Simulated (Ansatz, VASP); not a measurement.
## LiCl: VASP beside Ansatz

```
CELL_PARAMETERS angstrom
3.72432 0.00000 0.00000
-1.86216 3.22535 0.00000
0.00000 0.00000 6.07064
ATOMIC_POSITIONS crystal
Li 0.33333 0.66667 0.00000
Li 0.66667 0.33333 0.50000
Cl 0.33333 0.66667 0.37600
Cl 0.66667 0.33333 0.87600
```

Alike in both runs: task relaxation of cell and atoms; functional PBE; k mesh 10 × 10 × 6; occupations fermi-dirac, width 0.05 eV; no spin polarisation.

|  | VASP | Ansatz |
| --- | --- | --- |
| version | VASP 6.6.1 | Ansatz 0.2.0 |
| potentials or method | VASP PAW PBE potentials, release 64 (Li_sv, Cl) | PAW with Ansatz's default frozen-core files, scalar-relativistic |
| plane-wave cutoff (eV) | 600 | 420 |
| valence electrons in the cell | 20 | 20 |

|  | VASP | Ansatz | Ansatz less VASP |
| --- | --- | --- | --- |
| relaxed volume (Å³/atom) | 20.95 | 20.98 | +0.031 |
| relaxed cell length with the largest relative difference (Å) | 6.281 | 6.287 | +0.0063 |
| energy change over the relaxation (meV/atom) | -34 | -36 | -1.2 |

Caveats: the cutoff is under 1.25 times the usual one of these potentials, so pressure, stress and relaxed cells hold a basis-set (Pulay) error (VASP). A k mesh can miss the band edges.
